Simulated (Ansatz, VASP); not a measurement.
SiW3: VASP beside Ansatz

The input INCAR:

```
SYSTEM = SiW3
ALGO = Fast
EDIFF = 1E-7
ENCUT = 520
GGA = PS
ISIF = 2
ISMEAR = 0
LASPH = .True.
LCHARG = .False.
LREAL = .False.
LWAVE = .False.
NBANDS = 31
NELM = 100
PREC = Accurate
SIGMA = 0.1
```

KPOINTS

```
k-points
0
Gamma
  12 12 12
  0 0 0
```

File POSCAR:

```
SiW3
1.0
   -2.5983304132      2.5983304132      2.5983304132
    2.5983304132     -2.5983304132      2.5983304132
    2.5983304132      2.5983304132     -2.5983304132
Si W
1 3
Direct
    0.0000000000      0.0000000000      0.0000000000
    0.5000000000      0.5000000000      0.0000000000
    0.5000000000      0.0000000000      0.5000000000
    0.0000000000      0.5000000000      0.5000000000
```

Input for Ansatz:

```yaml
crystal:
  lattice:
    - [-2.5983304132, 2.5983304132, 2.5983304132]
    - [2.5983304132, -2.5983304132, 2.5983304132]
    - [2.5983304132, 2.5983304132, -2.5983304132]
  atoms:
    - { symbol: Si, position: [0.0, 0.0, 0.0] }
    - { symbol: W, position: [0.5, 0.5, 0.0] }
    - { symbol: W, position: [0.5, 0.0, 0.5] }
    - { symbol: W, position: [0.0, 0.5, 0.5] }
basis:
  ecutwfc: 420
kpoints:
  mp_grid: { grid: [12, 12, 12] }
hamiltonian:
  xc: pbesol
scf:
  occupations: { method: gaussian, width: 0.1 }
output:
  forces: true
  stress: true
  eigenvalues: true
  populations: true
```

Alike in both runs: task single point; functional PBEsol; k mesh 12 × 12 × 12; occupations gaussian, width 0.1 eV; no spin polarisation.

|  | VASP | Ansatz |
| --- | --- | --- |
| version | VASP 6.6.1 | Ansatz 0.2.0 |
| potentials or method | VASP PAW PBE potentials, release 64 (Si, W_sv) | scalar-relativistic, plane waves, PAW |
| plane-wave cutoff (eV) | 520 | 420 |
| valence electrons in the cell | 46 | 46 |

Ansatz gave:

```
gap on the k mesh at the Fermi level (eV) : none
pressure (GPa)                            : -4.8
```

Task: What did VASP give for the same quantities?

Result: gap on the k mesh at the Fermi level (eV): none; pressure (GPa): -4.3.

A gap of «none» marks a metal or a gap that the smearing closes.

Caveats: the PAW data sets were made with another functional, which shifts forces and pressure a little (VASP). The runs have no spin-orbit coupling, so splittings on W are missing.
